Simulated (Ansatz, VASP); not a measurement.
## One calculation of Fe3Ge, two programs

File INCAR:

```
SYSTEM = Fe3Ge
PREC = Accurate
ENCUT = 520
EDIFF = 1E-7
ISMEAR = -1
SIGMA = 0.03
LREAL = .FALSE.
LASPH = .TRUE.
NELM = 80
ALGO = Normal
ISIF = 2
LWAVE = .FALSE.
LCHARG = .FALSE.
GGA = PS
NBANDS = 27
```

Contents of KPOINTS:

```
regular mesh
0
G
  9 9 9
  0 0 0
```

POSCAR

```
Fe3Ge
1.0
    3.3981076678      0.0000000000      0.0000000000
    0.0000000000      3.3981076678      0.0000000000
    0.0000000000      0.0000000000      3.3981076678
Fe Ge
3 1
Direct
    0.0000000000      0.5000000000      0.5000000000
    0.5000000000      0.5000000000      0.0000000000
    0.5000000000      0.0000000000      0.5000000000
    0.0000000000      0.0000000000      0.0000000000
```

Input for Ansatz:

```yaml
crystal:
  lattice:
    - [3.3981076678, 0.0, 0.0]
    - [0.0, 3.3981076678, 0.0]
    - [0.0, 0.0, 3.3981076678]
  atoms:
    - { symbol: Fe, position: [0.0, 0.5, 0.5] }
    - { symbol: Fe, position: [0.5, 0.5, 0.0] }
    - { symbol: Fe, position: [0.5, 0.0, 0.5] }
    - { symbol: Ge, position: [0.0, 0.0, 0.0] }
kpoints:
  mp_grid: { grid: [9, 9, 9] }
scf:
  occupations: { method: fermi_dirac, width: 0.03 }
  lower_state_search: "off"
hamiltonian:
  xc: pbesol
  pseudopotentials: { kind: paw }
output:
  forces: true
  stress: true
  eigenvalues: true
```

Change from the starting cell: volume scaled by 0.8, no spin polarisation, PAW files.

Alike in both runs: task single point; functional PBEsol; k mesh 9 × 9 × 9; occupations fermi-dirac, width 0.03 eV; no spin polarisation.

```csv
,VASP,Ansatz
version,VASP 6.6.1,Ansatz 0.2.0
potentials or method,"VASP PAW PBE potentials, release 64 (Fe, Ge_d)","PAW with Ansatz's default frozen-core files, scalar-relativistic"
plane-wave cutoff (eV),520,420
valence electrons in the cell,38,62
```

```csv
,VASP,Ansatz,Ansatz less VASP
pressure (GPa),31.6,31.0,-0.55
```

The functional is the same, so the differences come from potentials, cutoffs and numerics. The two sets of potentials don't hold the same shells in valence.

Caveats: so large a pressure means that the cell lies far from this level's equilibrium, or that cutoff or potentials fall short (VASP); the potentials were made for another functional, which shifts forces and pressure (VASP). Spin polarisation is off, so any magnetic state and its effect on volume and gap are missing.
